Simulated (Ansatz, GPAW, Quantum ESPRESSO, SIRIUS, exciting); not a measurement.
**LiCl: 8 runs at one level of theory**

```
Cl Li
1.0
     0.00000    2.56477    2.56477
     2.56477    0.00000    2.56477
     2.56477    2.56477    0.00000
Cl Li
1 1
Cartesian
  2.5648 2.5648 2.5648
  0.0000 0.0000 0.0000
```

Alike in all runs: task band structure; functional PBE; k mesh 9 × 9 × 9; occupations fermi-dirac, width 0.05 eV; no spin polarisation; no spin-orbit coupling. Pressure is positive in compression and, in plane waves, holds the error of the finite cutoff, which Ansatz's Pulay term estimates and takes out. Gaps are the smaller of the mesh's and the band path's.

```csv
program and potentials,plane-wave cutoff (eV),notes,band gap (eV),pressure (GPa)
"Ansatz, Ansatz PAW",420,5 valence electrons an atom on average,6.33,0.40
"SIRIUS, all-electron FP-LAPW (no relativity for the valence, core without relativity), apw+lo standard",-,-,6.42,-
"exciting, all-electron LAPW+lo, shipped species files, valence relativity zora",-,-,?,-
"Ansatz, all-electron LAPW, scalar-relativistic",-,-,6.32,0.40
"SIRIUS, all-electron FP-LAPW (ZORA valence), apw+lo standard",-,-,6.33,-
"SIRIUS, all-electron FP-LAPW (Koelling-Harmon valence), apw+lo standard",-,-,6.33,-
"Quantum ESPRESSO, PseudoDojo 0.4.1 SR PBE standard",1007,5 valence electrons an atom on average,6.33,0.38
"GPAW, GPAW PAW data sets (gpaw-data 1.2.1)",800,4 valence electrons an atom on average,6.32,0.51
```

Q: Estimate from the other rows what the run with exciting, all-electron LAPW+lo, shipped species files, valence relativity zora gave.

A: Band gap 6.34 eV. The other rows, which needn't bracket it: band gap 6.32 to 6.42; pressure 0.38 to 0.51.
